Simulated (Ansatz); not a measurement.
A run of Ansatz 0.2.0:

The input input.yaml:

```yaml
crystal:
  lattice:
    - [5.605, 0.0, 0.0]
    - [0.0, 5.605, 0.0]
    - [0.0, 0.0, 5.605]
  atoms:
    - { symbol: Pb, position: [0.5, 0.5, 0.5] }
    - { symbol: Cs, position: [0.0, 0.0, 0.0] }
    - { symbol: Cl, position: [0.5, 0.0, 0.5] }
    - { symbol: Cl, position: [0.0, 0.5, 0.5] }
    - { symbol: Cl, position: [0.5, 0.5, 0.0] }
hamiltonian:
  xc: r2scan
  pseudopotentials: { kind: paw }
kpoints:
  mp_grid: { grid: [5, 5, 5] }
scf:
  occupations: { method: fermi_dirac, width: 0.05 }
output:
  forces: true
  stress: true
  eigenvalues: true
relax:
  f_tol: 0.01
  max_steps: 40
  cell: { stress_tol: 0.05 }
```

Potentials or basis: Ansatz PAW.

Launch:

```sh
$ ansatz run input.yaml --threads 2 --pin off --max-ram 5632MiB --backend cpu --events-out ev --progress --plain --runs-dir out
```

Hardware: 2 threads of AMD EPYC (Zen 3) (shared host).

Question: Estimate the wall time of this run.

Answer: It took 59 s on 2 threads of AMD EPYC (Zen 3), with other jobs on the host, peak memory 0.89 GiB. Counts: scf iterations 21, plane waves 4625, k points 10, bands 27, ion steps 4.
